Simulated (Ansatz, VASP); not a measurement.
**SnO2 in VASP and in Ansatz**

Contents of INCAR:

```
  ALGO = Normal
  EDIFF = 1E-6
  ENCUT = 520
  GGA = PS
  ISIF = 2
  ISMEAR = 1
  LASPH = T
  LCHARG = F
  LREAL = F
  LWAVE = F
  NBANDS = 20
  NELM = 80
  PREC = Accurate
  SIGMA = 0.02
```

Contents of KPOINTS:

```
k-points
0
Gamma
  8 8 8
```

The input POSCAR:

```
SnO2
1.0
    1.6692930313      0.9637667758      4.9555562627
   -1.6692930313      0.9637667758      4.9555562627
    0.0000000000     -1.9275335516      4.9555562627
Sn O
1 2
Direct
    0.5000000000      0.5000000000      0.5000000000
    0.2371700000      0.2371700000      0.2371700000
    0.7628300000      0.7628300000      0.7628300000
```

Input for Ansatz:

```yaml
crystal:
  lattice:
    - [1.6692930313260925, 0.9637667757870265, 4.955556262741379]
    - [-1.6692930313260925, 0.9637667757870265, 4.955556262741379]
    - [0.0, -1.927533551574053, 4.955556262741379]
  atoms:
    - { symbol: Sn, position: [0.5, 0.5, 0.5] }
    - { symbol: O, position: [0.23717, 0.23717, 0.23717] }
    - { symbol: O, position: [0.76283, 0.76283, 0.76283] }
basis:
  ecutwfc: 500.0
kpoints:
  mp_grid:
    grid: [8, 8, 8]
hamiltonian:
  xc: pbesol
scf:
  convergence:
    dr2_threshold: 1.0e-09
  occupations:
    method: cold
    width: 0.02
output:
  stress: true
```

Measurements of this composition are mostly on another form, of space group No. 136.

Alike in both runs: task single point; functional PBEsol; k mesh 8 × 8 × 8; no spin polarisation.

|  | VASP | Ansatz |
| --- | --- | --- |
| version | VASP 6.6.1 | Ansatz 0.2.0 |
| potentials or method | VASP PAW PBE potentials, release 64 (Sn_d, O) | plane waves, PAW |
| plane-wave cutoff (eV) | 520 | 500 |
| occupations | methfessel-paxton of order 1, width 0.02 eV | cold, width 0.02 eV |
| valence electrons in the cell | 26 | 26 |

|  | VASP | Ansatz | Ansatz less VASP |
| --- | --- | --- | --- |
| pressure (GPa) | -14.6 | -15.0 | -0.39 |
| largest component of the traceless stress (GPa) | 5.26 | 5.55 | +0.289 |

Ansatz warned: «stress_scf_threshold_loose».

Caveats: the PAW data sets were made with another functional, which shifts forces and pressure a little (VASP). A k mesh can miss the band edges.
